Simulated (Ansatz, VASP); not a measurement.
## One calculation of SnO2, two programs

```
Sn O
1.0
     0.00000    2.53347    2.53347
     2.53347    0.00000    2.53347
     2.53347    2.53347    0.00000
Sn O
1 2
Direct
  0.00000 0.00000 0.00000
  0.75000 0.75000 0.75000
  0.25000 0.25000 0.25000
```

The cell was built by a generator and needn't be a form met in nature.

Alike in both runs: task single point; functional PBE; k mesh 8 × 8 × 8; occupations fermi-dirac, width 0.02 eV; no spin polarisation.

|  | VASP | Ansatz |
| --- | --- | --- |
| version | VASP 6.6.1 | Ansatz 0.2.0 |
| potentials or method | VASP PAW PBE potentials, release 64 (Sn_d, O) | plane waves, PAW |
| plane-wave cutoff (eV) | 520 | 420 |
| valence electrons in the cell | 26 | 26 |

VASP gave:

| Item | Value |
| --- | --- |
| pressure (GPa) | 10.0 |

Problem. What did Ansatz give for the same quantities?

Solution. Pressure (GPa): 9.3.
